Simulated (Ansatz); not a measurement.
## GaN: how the phase sets the permittivity

Plane-wave DFT in Ansatz, PBEsol, scalar-relativistic PAW potentials, cutoff 420 eV, no spin-orbit coupling; no spin polarisation. Each structure of GaN was relaxed within its symmetry; other phases aren't compared here. ε∞ and ε0 (at fixed strain) come from linear response and are means of the diagonal.

```tsv
space group	atoms in cell	V (Å³/atom)	gap on mesh (eV)	ε∞	lowest optical mode at Γ (cm⁻¹)
F-43m	2	11.38	1.70	6.01	537
P6_3mc	4	11.37	1.88	5.90	136
```

Problem. Order them by energy. Which have a polar axis, which are stable at Γ, and what static permittivity does each have?

Solution. P6_3mc 0 meV/atom, polar space group, stable at Γ, ε0 = 10.5; F-43m 6 meV/atom, no unique polar axis, stable at Γ, ε0 = 10.6. A polar space group allows a spontaneous polarisation; whether it can be switched wasn't computed. Without a unique polar axis or an inversion centre, and so allowed to be piezoelectric but not ferroelectric: F-43m. The mean ε0 hardly changes. Stability at Γ doesn't rule out soft modes elsewhere in the zone; Kohn–Sham gaps are too small and ε∞ as a rule too large. In thin films and nanowires, surface energy, strain and dopants can hold a phase that lies tens of meV per atom above the lowest. Meshes differ between cells, which leaves about 2 meV/atom open.

Cost: about 6 core-minutes for the runs cited, on Intel Xeon Platinum 8259CL (Skylake/Cascade Lake), Intel Xeon Platinum 8488C (Sapphire Rapids) (shared hosts).